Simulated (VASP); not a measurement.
Computed with r2SCAN meta-GGA, VASP's PBE PAW potentials (set 64) (plane waves; VASP 6.6.1).

VASP ran on this input.

INCAR:
```
SYSTEM  =  CaF2
PREC  =  Accurate; ENCUT  =  520; LREAL  =  F
LASPH  =  T
EDIFF  =  1E-7; NELM  =  100; ALGO  =  Normal
LMIXTAU  =  T
ISMEAR  =  -5
METAGGA  =  R2SCAN
ISIF  =  2
LWAVE  =  F; LCHARG  =  F; LORBIT  =  11
NEDOS  =  601
```

### POSCAR
```
CaF2
2.7267860
  0.0000000000   0.9999998543   0.9999998543
  0.9999998543   0.0000000000   0.9999998543
  0.9999998543   0.9999998543   0.0000000000
Ca F
1 2
Direct
  1.0000000000   1.0000000000   0.0000000000
  0.2500000000   0.2500000000   0.2500000000
  0.7500000000   0.7500000000   0.7500000000
```

### KPOINTS
```
K-points
0
G
 8 8 8
```

### KPOINTS_OPT
```
k-points along high-symmetry lines
10
Line-mode
Reciprocal
  0.000000   0.000000   0.000000 ! GAMMA
  0.500000  -0.000000   0.500000 ! X

  0.500000  -0.000000   0.500000 ! X
  0.625000   0.250000   0.625000 ! U

  0.375000   0.375000   0.750000 ! K
  0.000000   0.000000   0.000000 ! GAMMA

  0.000000   0.000000   0.000000 ! GAMMA
  0.500000   0.500000   0.500000 ! L

  0.500000   0.500000   0.500000 ! L
  0.500000   0.250000   0.750000 ! W

  0.500000   0.250000   0.750000 ! W
  0.500000  -0.000000   0.500000 ! X
```

POTCAR, in this order: Ca_sv F (PBE.64 set). Program: vasp_std.

Output of the run:

**OSZICAR**
```
       N       E                     dE             d eps       ncg     rms          rms(c)
DAV:   1     0.216624994491E+03    0.21662E+03   -0.14166E+04   928   0.155E+03
DAV:   2    -0.236919669903E+02   -0.24032E+03   -0.23833E+03  1176   0.412E+02
DAV:   3    -0.333945857135E+02   -0.97026E+01   -0.96905E+01  1160   0.918E+01
DAV:   4    -0.337625278416E+02   -0.36794E+00   -0.36784E+00  1488   0.131E+01
DAV:   5    -0.337651250891E+02   -0.25972E-02   -0.25972E-02  1152   0.123E+00    0.703E+00
DAV:   6    -0.262258943434E+02    0.75392E+01   -0.36848E+00  1264   0.191E+01    0.311E+00
DAV:   7    -0.263668035789E+02   -0.14091E+00   -0.23918E+00   928   0.158E+01    0.238E+00
DAV:   8    -0.258212804769E+02    0.54552E+00   -0.62933E-01   928   0.100E+01    0.121E+00
DAV:   9    -0.255507762262E+02    0.27050E+00   -0.56269E-01  1056   0.697E+00    0.123E+00
DAV:  10    -0.259548164538E+02   -0.40404E+00   -0.61413E-01  1072   0.734E+00    0.430E-01
DAV:  11    -0.259367117422E+02    0.18105E-01   -0.13519E-02  1168   0.142E+00    0.386E-01
DAV:  12    -0.259484225584E+02   -0.11711E-01   -0.16339E-02   944   0.133E+00    0.644E-02
DAV:  13    -0.259494060612E+02   -0.98350E-03   -0.19965E-03  1176   0.440E-01    0.315E-02
DAV:  14    -0.259496048192E+02   -0.19876E-03   -0.99729E-05  1328   0.103E-01    0.405E-02
DAV:  15    -0.259490480572E+02    0.55676E-03   -0.11836E-04   944   0.111E-01    0.163E-02
DAV:  16    -0.259495692163E+02   -0.52116E-03   -0.18552E-04   952   0.186E-01    0.133E-02
DAV:  17    -0.259495574314E+02    0.11785E-04   -0.30180E-05  1056   0.560E-02    0.835E-03
DAV:  18    -0.259495701676E+02   -0.12736E-04   -0.63259E-06  1104   0.300E-02    0.396E-03
DAV:  19    -0.259495733498E+02   -0.31821E-05   -0.12951E-06  1136   0.137E-02    0.210E-03
DAV:  20    -0.259495737386E+02   -0.38881E-06   -0.20547E-07   856   0.548E-03    0.142E-03
DAV:  21    -0.259495736939E+02    0.44648E-07   -0.26520E-07   968   0.510E-03
   1 F= -.25949574E+02 E0= -.25949574E+02  d E =0.000000E+00
       N       E                     dE             ncg
       N       E                     dE             ncg
       N       E                     dE             ncg
```

**OUTCAR**
```
------------------------ aborting loop because EDIFF is reached ----------------------------------------
  FORCE on cell =-STRESS in cart. coord.  units (eV):
  Direction    XX          YY          ZZ          XY          YZ          ZX
  --------------------------------------------------------------------------------------
  Total       -0.0313141     -0.0313141     -0.0313141      0.0000000      0.0000000     -0.0000000
  in kB       -1.2372780     -1.2372780     -1.2372780      0.0000000      0.0000000     -0.0000000
  external PRESSURE =      -1.2372780 kB  Pullay stress =       0.0000000 kB
  volume of cell :       40.55
      direct lattice vectors                 reciprocal lattice vectors
     0.000000000  2.726785603  2.726785603    -0.183366085  0.183366085  0.183366085
     2.726785603  0.000000000  2.726785603     0.183366085 -0.183366085  0.183366085
     2.726785603  2.726785603  0.000000000     0.183366085  0.183366085 -0.183366085
 POSITION                                       TOTAL-FORCE (eV/Angst)
 -----------------------------------------------------------------------------------
      0.00000      0.00000      0.00000         0.000000     -0.000000      0.000000
      1.36339      1.36339      1.36339        -0.000000     -0.000000     -0.000000
      4.09018      4.09018      4.09018         0.000000      0.000000      0.000000
 -----------------------------------------------------------------------------------
    total drift:                                0.000000     -0.000000      0.000000
  FREE ENERGIE OF THE ION-ELECTRON SYSTEM (eV)
  ---------------------------------------------------
  free  energy   TOTEN  =       -25.9495736939 eV

  energy  without entropy=      -25.9495736939  energy(sigma->0) =      -25.94957369

 total charge

# of ion       s       p       d       tot
------------------------------------------
    1        2.018   5.871   0.198   8.086
    2        1.737   4.418   0.000   6.155
    3        1.737   4.418   0.000   6.155
--------------------------------------------------
tot          5.492  14.706   0.198  20.396
```
(Selected blocks of OUTCAR.)

The compound is CaF2 in the fluorite structure. It was relaxed first.
